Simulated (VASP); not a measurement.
SiNi3 under changes of volume

One of the cells (10.080 Å³/atom); the others are scaled copies at fixed shape and fractional positions:

```xyz
4
Lattice="3.4291 0.0000 0.0000 0.0000 3.4291 0.0000 0.0000 0.0000 3.4291" Properties=species:S:1:pos:R:3 pbc="T T T"
Ni    1.7145    1.7145    0.0000
Ni    1.7145    0.0000    1.7145
Ni    0.0000    1.7145    1.7145
Si    0.0000    0.0000    0.0000
```

| Item | Value |
| --- | --- |
| Program | VASP 6.6.1 |
| Functional | LDA |
| Potentials or basis | VASP PAW LDA potentials, release 64 (Ni, Si) |
| Cutoff | 520 eV |
| k mesh | 8 × 8 × 8 |
| Occupations | fermi-dirac, width 0.05 eV |
| Spin | collinear spin, ferromagnetic start |
| Starting moments | [1.0, 1.0, 1.0, 0.0] μB |

| volume (Å³/atom) | energy over the lowest point (meV/atom) | pressure (GPa) |
| --- | --- | --- |
| 9.677 | ? | ? |
| 9.879 | 3.36 | 5.4 |
| 10.080 | 0.00 | 0.0 |
| 10.282 | 3.13 | -4.9 |
| 10.484 | 12.04 | -9.2 |

Problem. What does the run at 9.677 Å³/atom give?

Solution. Energy over the lowest point 14.00 meV/atom; pressure 11.5 GPa.

Worked out: A Birch-Murnaghan fit of order 2 (a polynomial in V^(-2/3)) to the other rows has its minimum at 10.08 Å³/atom with B0 = V·E''(V) = 255 GPa. It gives 13.83 meV/atom at 9.677 Å³/atom, against the run's 14.00, and -dE/dV = 11.3 GPa, against 11.5.

Energies are extrapolated to zero smearing.
